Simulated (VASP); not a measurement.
**Mesh, vacuum, cutoff and functional for a few sheets of PtS2**

Wanted: the error that each setting leaves in the work function or ionisation potential of a few sheets of PtS2.

Main program and level: VASP 6.6.1; PBE; plane waves and PAW (S, Pt), in the first sound run; inputs show where later runs differ.

## Step 1: Starting point

The cell holds 6 atoms: 4 S and 2 Pt. Cell: a = 3.543 Å, b = 3.543 Å, c = 22.326 Å, α = 90.0°, β = 90.0°, γ = 120.0°. It derives from PtS2. A few sheets cut from a layered arrangement of the crystal. Vacuum lies along c.

## Step 2: The base run

The base run sets the number that all others are held against.

Input file INCAR:

```
SYSTEM = PtS2
PREC = Normal
ENCUT = 350
EDIFF = 1E-06
NELM = 120
ISMEAR = 0
SIGMA = 0.05
LREAL = .FALSE.
ALGO = Normal
GGA = PE
NBANDS = 28
LORBIT = 11
LWAVE = .FALSE.
LCHARG = .FALSE.
KPAR = 4
IDIPOL = 3
LDIPOL = .TRUE.
DIPOL = 0.5 0.5 0.5
LVHAR = .TRUE.
LVACPOTAV = .TRUE.
NEDOS = 1500
```

Input file POSCAR:

```
PtS2
1.0
    3.5432000000      0.0000000000      0.0000000000
   -1.7716000000      3.0685012110      0.0000000000
    0.0000000000      0.0000000000     22.3264152000
S Pt
4 2
Direct
    0.3333333330      0.6666666670      0.6640750460
    0.6666666670      0.3333333330      0.5616127750
    0.3333333330      0.6666666670      0.4383872250
    0.6666666670      0.3333333330      0.3359249540
    0.0000000000      0.0000000000      0.6128439110
    0.0000000000      0.0000000000      0.3871560890
```

Input file KPOINTS:

```
Automatic mesh
0
Gamma
9 9 1
0 0 0
```

PAW data sets: S and Pt (PBE family, release 64).

The run is started by

```sh
> mpirun -np 4 vasp_std
```

What it wrote:

```text
[banner, memory and clock lines left out]
running    4 mpi-ranks, on    1 nodes
 distrk:  each k-point on    1 cores,    4 groups
 distr:  one band on    1 cores,    1 groups

 POSCAR found type information on POSCAR S Pt
 POSCAR found :  2 types and       6 ions
 LDA part: xc-table for (Slater+PW92), standard interpolation
 POSCAR, INCAR and KPOINTS ok, starting setup
 FFT: planning ... GRIDC
 FFT: planning ... GRID_SOFT
 FFT: planning ... GRID
 WAVECAR not read
 entering main loop
       N       E                     dE             d eps       ncg     rms          rms(c)
DAV:   1     0.285572984174E+03    0.28557E+03   -0.14918E+04   672   0.945E+02
DAV:   2    -0.672773566627E+01   -0.29230E+03   -0.28322E+03   928   0.224E+02
DAV:   3    -0.325523893887E+02   -0.25825E+02   -0.25011E+02   792   0.733E+01
DAV:   4    -0.333862761185E+02   -0.83389E+00   -0.83082E+00   908   0.140E+01
DAV:   5    -0.334046523829E+02   -0.18376E-01   -0.18302E-01   844   0.209E+00    0.282E+01
DAV:   6    -0.309574168435E+02    0.24472E+01   -0.15564E+01   740   0.311E+01    0.183E+01
DAV:   7    -0.306942345079E+02    0.26318E+00   -0.40547E+00   720   0.170E+01    0.672E+00
DAV:   8    -0.305744714958E+02    0.11976E+00   -0.27566E-01   760   0.428E+00    0.170E+00
DAV:   9    -0.305572331413E+02    0.17238E-01   -0.89160E-02   772   0.230E+00    0.495E-01
DAV:  10    -0.305579882907E+02   -0.75515E-03   -0.77846E-03   824   0.493E-01    0.639E-01
DAV:  11    -0.305590985223E+02   -0.11102E-02   -0.23541E-03   772   0.344E-01    0.793E-01
DAV:  12    -0.305599317806E+02   -0.83326E-03   -0.11362E-03   760   0.280E-01    0.878E-01
DAV:  13    -0.305594117458E+02    0.52003E-03   -0.19885E-04   820   0.737E-02    0.775E-01
DAV:  14    -0.305592519358E+02    0.15981E-03   -0.32518E-05   844   0.238E-02    0.717E-01
DAV:  15    -0.305590568301E+02    0.19511E-03   -0.50838E-05   796   0.313E-02    0.632E-01
DAV:  16    -0.305589481973E+02    0.10863E-03   -0.20872E-05   840   0.195E-02    0.577E-01
DAV:  17    -0.305587265378E+02    0.22166E-03   -0.10832E-04   736   0.422E-02    0.442E-01
DAV:  18    -0.305584811609E+02    0.24538E-03   -0.33154E-04   736   0.734E-02    0.209E-01
DAV:  19    -0.305584333830E+02    0.47778E-04   -0.64861E-05   852   0.333E-02    0.114E-01
DAV:  20    -0.305584206450E+02    0.12738E-04   -0.12081E-05   728   0.148E-02    0.689E-02
DAV:  21    -0.305584140890E+02    0.65561E-05   -0.96369E-06   780   0.127E-02    0.290E-02
DAV:  22    -0.305584122937E+02    0.17952E-05   -0.35066E-06   664   0.787E-03    0.495E-03
DAV:  23    -0.305584121875E+02    0.10627E-06   -0.28857E-07   404   0.275E-03
|                                                                             |
|           W    W    AA    RRRRR   N    N  II  N    N   GGGG   !!!           |
|           W    W   A  A   R    R  NN   N  II  NN   N  G    G  !!!           |
|           W    W  A    A  R    R  N N  N  II  N N  N  G       !!!           |
|           W WW W  AAAAAA  RRRRR   N  N N  II  N  N N  G  GGG   !            |
|           WW  WW  A    A  R   R   N   NN  II  N   NN  G    G                |
|           W    W  A    A  R    R  N    N  II  N    N   GGGG   !!!           |
|                                                                             |
|     Did not find any points to average over, which means that no vacuum     |
|     field-free region was found. Please increase the size of  your cell     |
|     in the dimension of the dipole correction to obtain accurate            |
|     workfunction values.                                                    |
|                                                                             |

   1 F= -.30558412E+02 E0= -.30558412E+02  d E =-.966200E-11
```

Run time: 15 s. Hardware: 4 MPI ranks of Intel Xeon Platinum 8259CL at 2.50GHz (Skylake/Cascade Lake), shared host; peak memory 0.74 GiB; 57 s of CPU time.

Lines that name or quote the potential files are left out of all logs, and their timing lines are given in words.

Parts of OUTCAR (step 2):

```text
ion  position               nearest neighbor table
   1  0.333  0.667  0.664-   5 2.34   5 2.34   5 2.34
   2  0.667  0.333  0.562-   5 2.34   5 2.34   5 2.34
   3  0.333  0.667  0.438-   6 2.34   6 2.34   6 2.34
   4  0.667  0.333  0.336-   6 2.34   6 2.34   6 2.34
   5  0.000  0.000  0.613-   1 2.34   1 2.34   1 2.34   2 2.34   2 2.34   2 2.34
   6  0.000  0.000  0.387-   4 2.34   4 2.34   4 2.34   3 2.34   3 2.34   3 2.34

  LATTYP: Found a hexagonal cell.
 ALAT       =     3.5432000000
 C/A-ratio  =     6.3012009483

 Subroutine GETGRP returns: Found 12 space group operations
 (whereof 12 operations were pure point group operations)

The static configuration has the point symmetry D_3d.

 Found     12 irreducible k-points:

   k-points           NKPTS =     12   k-points in BZ     NKDIM =     12   number of bands    NBANDS=     28

   dimension x,y,z NGX =    16 NGY =   16 NGZ =  108
   dimension x,y,z NGXF=    32 NGYF=   32 NGZF=  216

   ENCUT  =  350.0 eV  25.72 Ry    5.07 a.u.   5.40  5.40 34.06*2*pi/ulx,y,z

   NELECT =      44.0000    total number of electrons

 k-points in reciprocal lattice and weights: Automatic mesh
   0.00000000  0.00000000  0.00000000       0.012
   0.11111111  0.00000000  0.00000000       0.074
   0.22222222  0.00000000  0.00000000       0.074
   0.33333333  0.00000000  0.00000000       0.074
   0.44444444  0.00000000  0.00000000       0.074
   0.11111111  0.11111111  0.00000000       0.074
   0.22222222  0.11111111  0.00000000       0.148
   0.33333333  0.11111111  0.00000000       0.148
   0.44444444  0.11111111  0.00000000       0.074
   0.22222222  0.22222222  0.00000000       0.074
   0.33333333  0.22222222  0.00000000       0.148
   0.33333333  0.33333333  0.00000000       0.025

 dipolmoment           0.000000      0.000000      0.000000 electrons x Angstroem

 average (electrostatic) potential at core
       1 -92.0396       2 -92.1069       3 -92.1069       4 -92.0396       5 -75.1825
       6 -75.1825

 E-fermi :   0.0433

 k-point     1 :       0.0000    0.0000    0.0000
  band No.  band energies     occupation
    ...
     18      -1.2665      2.00000
     19      -1.2665      2.00000
     20      -1.1710      2.00000
     21      -1.1709      2.00000
     22      -0.5277      2.00000
     23       2.5919      0.00000
     24       2.5919      0.00000
     25       2.8278      0.00000
     26       2.8278      0.00000
     27       4.6967      0.00000
    ...

 k-point     2 :       0.1111    0.0000    0.0000
  band No.  band energies     occupation
    ...
     18      -1.2090      2.00000
     19      -1.1100      2.00000
     20      -0.9964      2.00000
     21      -0.8851      2.00000
     22      -0.1758      2.00000
     23       1.8439      0.00000
     24       2.0737      0.00000
     25       2.3415      0.00000
     26       2.6126      0.00000
     27       5.0872      0.00000
    ...

 k-point     3 :       0.2222    0.0000    0.0000
  band No.  band energies     occupation
    ...
     18      -1.3487      2.00000
     19      -1.2290      2.00000
     20      -1.0174      2.00000
     21      -0.9204      2.00000
     22      -0.4211      2.00000
     23       1.0414      0.00000
     24       1.3855      0.00000
     25       2.0578      0.00000
     26       2.3597      0.00000
     27       5.4562      0.00000
    ...

  Total        7.3165437      7.3165437      6.3572045      0.0000000      0.0000000      0.0000000
  in kB       48.2920442     48.2920443     41.9600311      0.0000000      0.0000000      0.0000000
  external PRESSURE =      46.1813732 kB  Pullay stress =       0.0000000 kB

  energy-cutoff  :      350.00
  volume of cell :      242.74
      direct lattice vectors                 reciprocal lattice vectors
     3.543200000  0.000000000  0.000000000     0.282230752  0.162946001  0.000000000
    -1.771600000  3.068501211  0.000000000     0.000000000  0.325892001  0.000000000
     0.000000000  0.000000000 22.326415200     0.000000000  0.000000000  0.044789994

 POSITION                                       TOTAL-FORCE (eV/Angst)
 -----------------------------------------------------------------------------------
     -0.00000      2.04567     14.82642         0.000000      0.000000      1.404454
      1.77160      1.02283     12.53880        -0.000000     -0.000000     -1.151583
     -0.00000      2.04567      9.78762        -0.000000      0.000000      1.151583
      1.77160      1.02283      7.50000         0.000000      0.000000     -1.404454
      0.00000      0.00000     13.68261         0.000000     -0.000000     -0.114676
      0.00000      0.00000      8.64381         0.000000      0.000000      0.114676
 -----------------------------------------------------------------------------------
    total drift:                                0.000000      0.000000      0.000000

  FREE ENERGIE OF THE ION-ELECTRON SYSTEM (eV)
  ---------------------------------------------------
  free  energy   TOTEN  =       -30.5584121875 eV

  energy  without entropy=      -30.5584121875  energy(sigma->0) =      -30.55841219

 vacuum level on the upper side and lower side of the slab         5.549         5.549

 total charge
# of ion       s       p       d       tot
------------------------------------------
    1        1.357   2.313   0.000   3.669
    2        1.360   2.306   0.000   3.666
    3        1.360   2.306   0.000   3.666
    4        1.357   2.313   0.000   3.669
    5        0.731   0.874   8.026   9.631
    6        0.731   0.874   8.026   9.631
--------------------------------------------------
tot          6.895  10.985  16.052  33.931

[... 3 further parts left out ...]
```

The gap is read on the k-mesh alone, so it is an upper bound where the band edges lie off the mesh.

This step gave:

* electronic cycles: 23
* electrons: 44
* free energy (TOTEN): -30.56 eV
* Fermi energy: 0.0433 eV
* labelled metallic, from the levels on this mesh: no
* dipole moment: 0, 0, 0 e·Å
* vacuum levels: 5.549, 5.549 eV
* ionisation potentials of the upper and lower face: 5.725, 5.725 eV
* electron affinities of the upper and lower face: 4.508, 4.508 eV
* highest filled level below the vacuum: 5.725 eV
* gap on the k-mesh: 1.217 eV
* least direct gap on the k-mesh: 1.463 eV

Zero at the Fermi level. Planar average of the electrostatic potential against height:

```csv
height (Å),planar average of the electrostatic potential (eV)
0.0,5.51
0.5,5.51
1.0,5.51
1.5,5.51
2.0,5.51
2.5,5.51
3.0,5.51
3.5,5.51
4.0,5.51
4.5,5.50
5.0,5.49
5.5,5.41
6.0,5.09
6.5,3.56
7.0,-3.85
7.5,-12.0
8.0,-12.3
8.5,-13.6
9.0,-12.6
9.5,-12.5
10.0,-9.87
10.5,0.553
11.0,4.13
11.5,3.56
12.0,-3.00
12.5,-11.8
13.0,-12.4
13.5,-13.5
14.0,-12.8
14.5,-12.5
15.0,-10.4
15.5,-0.00474
16.0,4.36
16.5,5.26
17.0,5.45
17.5,5.49
18.0,5.50
18.5,5.51
19.0,5.51
19.5,5.51
20.0,5.51
20.5,5.51
21.0,5.51
21.5,5.51
22.0,5.51
```

Density of states in the PAW spheres, an atom over height of the layer and energy from the Fermi level.

Ten even steps from '_' (0.00 states/eV) to '@' (2.55 states/eV), each cell a mean:
```
____________
____________
____________
....____....
::--::::--::
::==::::==::
..==....==..
..--....--..
..--....--..
..@@....@@..
__++____++__
__..____..__
..##....##..
..%%....%%..
..==____==..
__::____::__
..==....==..
..**....**..
..%%....%%..
..**....**..
__..____..__
____________
```
Columns: height of the layer (Å) from 7.5 to 14.8 (not evenly spaced); rows upwards: energy from the Fermi level (eV) from -7.9 to 0.5.

Force by atom:

```csv
atom,x (eV/Å),y (eV/Å),z (eV/Å),size
S1,0.00,0.00,1.40,1.40
S2,0.00,0.00,-1.15,1.15
S3,0.00,0.00,1.15,1.15
S4,0.00,0.00,-1.40,1.40
Pt5,0.00,0.00,-0.11,0.11
Pt6,0.00,0.00,0.11,0.11
```

The highest filled level lies 5.72 eV below the vacuum at the upper face.

Only the dipole across the slab is computed (IDIPOL = 3); zeros along the plane are no results.

The map of layer states is cut here 0.5 eV above the Fermi level, so it leaves out the states above that.

## Step 3: Another mesh, mesh points along a 3, k-mesh 3×3×1

The mesh decides how well the Fermi level or the band edge is found.

INCAR, as its differences from that of step 2:

```diff
@@ -14,3 +14,3 @@
 LCHARG = .FALSE.
-KPAR = 4
+NCORE = 4
 IDIPOL = 3
@@ -20,2 +20 @@
 LVACPOTAV = .TRUE.
-NEDOS = 1500
```

POSCAR is that of step 2.

Input file KPOINTS:

```
Automatic mesh
0
Gamma
3 3 1
0 0 0
```

The run is started by

```sh
> mpirun -np 4 vasp_std
```

What it wrote:

```text
[banner, memory and clock lines left out]
running    4 mpi-ranks, on    1 nodes
 distrk:  each k-point on    4 cores,    1 groups
 distr:  one band on    4 cores,    1 groups

 POSCAR found type information on POSCAR S Pt
 POSCAR found :  2 types and       6 ions
 LDA part: xc-table for (Slater+PW92), standard interpolation
 POSCAR, INCAR and KPOINTS ok, starting setup
 FFT: planning ... GRIDC
 FFT: planning ... GRID_SOFT
 FFT: planning ... GRID
 WAVECAR not read
 entering main loop
       N       E                     dE             d eps       ncg     rms          rms(c)
DAV:   1     0.272714394707E+03    0.27271E+03   -0.14784E+04   168   0.940E+02
DAV:   2    -0.953554788155E+01   -0.28225E+03   -0.27506E+03   236   0.217E+02
DAV:   3    -0.329150725700E+02   -0.23380E+02   -0.23017E+02   196   0.714E+01
DAV:   4    -0.334870339690E+02   -0.57196E+00   -0.57040E+00   240   0.121E+01
DAV:   5    -0.335010136719E+02   -0.13980E-01   -0.13978E-01   212   0.192E+00    0.284E+01
DAV:   6    -0.311212019385E+02    0.23798E+01   -0.15859E+01   184   0.301E+01    0.182E+01
DAV:   7    -0.308762051437E+02    0.24500E+00   -0.41310E+00   176   0.165E+01    0.664E+00
DAV:   8    -0.307456734863E+02    0.13053E+00   -0.27351E-01   192   0.423E+00    0.162E+00
DAV:   9    -0.307295618323E+02    0.16112E-01   -0.96094E-02   192   0.231E+00    0.508E-01
DAV:  10    -0.307303315419E+02   -0.76971E-03   -0.76681E-03   216   0.484E-01    0.659E-01
DAV:  11    -0.307312915609E+02   -0.96002E-03   -0.31359E-03   200   0.394E-01    0.899E-01
DAV:  12    -0.307333610481E+02   -0.20695E-02   -0.24441E-03   216   0.300E-01    0.120E+00
DAV:  13    -0.307324772693E+02    0.88378E-03   -0.39210E-04   192   0.103E-01    0.108E+00
DAV:  14    -0.307322888926E+02    0.18838E-03   -0.25878E-05   224   0.210E-02    0.102E+00
DAV:  15    -0.307320521758E+02    0.23672E-03   -0.37529E-05   208   0.269E-02    0.951E-01
DAV:  16    -0.307319469542E+02    0.10522E-03   -0.98108E-06   216   0.159E-02    0.911E-01
DAV:  17    -0.307316885801E+02    0.25837E-03   -0.52065E-05   204   0.306E-02    0.810E-01
DAV:  18    -0.307311609630E+02    0.52762E-03   -0.29268E-04   204   0.694E-02    0.590E-01
DAV:  19    -0.307309166381E+02    0.24432E-03   -0.11691E-04   216   0.446E-02    0.459E-01
DAV:  20    -0.307306979996E+02    0.21864E-03   -0.17280E-04   208   0.538E-02    0.289E-01
DAV:  21    -0.307306080538E+02    0.89946E-04   -0.94944E-05   192   0.401E-02    0.168E-01
DAV:  22    -0.307305880916E+02    0.19962E-04   -0.28406E-05   196   0.218E-02    0.105E-01
DAV:  23    -0.307305846551E+02    0.34364E-05   -0.20825E-05   188   0.181E-02    0.476E-02
DAV:  24    -0.307305850236E+02   -0.36846E-06   -0.83398E-06   196   0.113E-02
 [... a notice as in an earlier step ...]

   1 F= -.30730585E+02 E0= -.30730585E+02  d E =-.274666E-16
```

The job ended after 7 s (4 MPI ranks; peak memory 0.45 GiB; 25 s of CPU time).

OUTCAR, selected parts (step 3):

```text
The static configuration has the point symmetry D_3d.

 Found      3 irreducible k-points:

   k-points           NKPTS =      3   k-points in BZ     NKDIM =      3   number of bands    NBANDS=     28

   NELECT =      44.0000    total number of electrons

 E-fermi :  -0.1956

 k-point     1 :       0.0000    0.0000    0.0000
  band No.  band energies     occupation
    ...
     18      -1.1995      2.00000
     19      -1.1994      2.00000
     20      -1.1046      2.00000
     21      -1.1046      2.00000
     22      -0.4801      2.00000
     23       2.6639      0.00000
     24       2.6639      0.00000
     25       2.9005      0.00000
     26       2.9005      0.00000
     27       4.7274      0.00000
    ...

 k-point     2 :       0.3333   -0.0000    0.0000
  band No.  band energies     occupation
    ...
     18      -1.9033      2.00000
     19      -1.8747      2.00000
     20      -1.7832      2.00000
     21      -1.4049      2.00000
     22      -0.7779      2.00000
     23       1.2574      0.00000
     24       1.8852      0.00000
     25       2.1874      0.00000
     26       2.5229      0.00000
     27       5.1748      0.00000
    ...

  Total        7.0507370      7.0507370      6.2482138      0.0000000      0.0000000     -0.0000000
  in kB       46.5376166     46.5376166     41.2406501      0.0000000      0.0000000     -0.0000000
  external PRESSURE =      44.7719611 kB  Pullay stress =       0.0000000 kB

 POSITION                                       TOTAL-FORCE (eV/Angst)
 -----------------------------------------------------------------------------------
     -0.00000      2.04567     14.82642         0.000000     -0.000000      1.313475
      1.77160      1.02283     12.53880        -0.000000     -0.000000     -1.103228
     -0.00000      2.04567      9.78762         0.000000      0.000000      1.103228
      1.77160      1.02283      7.50000        -0.000000     -0.000000     -1.313475
      0.00000      0.00000     13.68261        -0.000000      0.000000     -0.028191
      0.00000      0.00000      8.64381        -0.000000      0.000000      0.028191
 -----------------------------------------------------------------------------------
    total drift:                                0.000000      0.000000      0.000000

  FREE ENERGIE OF THE ION-ELECTRON SYSTEM (eV)
  ---------------------------------------------------
  free  energy   TOTEN  =       -30.7305850236 eV

  energy  without entropy=      -30.7305850236  energy(sigma->0) =      -30.73058502

 vacuum level on the upper side and lower side of the slab         5.494         5.494

 total charge
# of ion       s       p       d       tot
------------------------------------------
    1        1.359   2.307   0.000   3.665
    2        1.360   2.304   0.000   3.664
    3        1.360   2.304   0.000   3.664
    4        1.359   2.307   0.000   3.665
    5        0.729   0.879   8.027   9.635
    6        0.729   0.879   8.027   9.635
--------------------------------------------------
tot          6.895  10.980  16.053  33.928

[... 7 parts as in an earlier step ...]

[... 3 further parts left out ...]
```

A gap read on the k-mesh alone can miss the band edges.

This step gave:

```
electronic cycles                                 : 24
free energy (TOTEN)                               : -30.73 eV
Fermi energy                                      : -0.1956 eV
vacuum levels                                     : 5.494, 5.494 eV
ionisation potentials of the upper and lower face : 5.974, 5.974 eV
electron affinities of the upper and lower face   : 4.237, 4.237 eV
highest filled level below the vacuum             : 5.974 eV
gap on the k-mesh                                 : 1.738 eV
least direct gap on the k-mesh                    : 2.035 eV
```

Force by atom:

```csv
atom,x (eV/Å),y (eV/Å),z (eV/Å),size
S1,0.00,0.00,1.31,1.31
S2,0.00,0.00,-1.10,1.10
S3,0.00,0.00,1.10,1.10
S4,0.00,0.00,-1.31,1.31
Pt5,0.00,0.00,-0.03,0.03
Pt6,0.00,0.00,0.03,0.03
```

Against the base run its depth below the vacuum changes by +0.25 eV and the energy by -28.7 meV an atom.

[end of part 1 of 5]

[Lines on the potential files, build, host, timing and source positions are cut from VASP's logs without a mark.]

[Logs are printed without paths, hosts, clocks, repeated set-up lines and the standing remarks that a program may print on its own settings, such as how far it seeks lower states.]

[Hosts, paths, dates, database ids (printed as entryN), source tags and the programs' standing remarks are cut or masked in the printed files.]

[In band tables of VASP the shares of atoms and orbitals are scaled to a sum of 1 inside the atoms' spheres.]

[Runs that stopped without an error message from VASP are left out.]
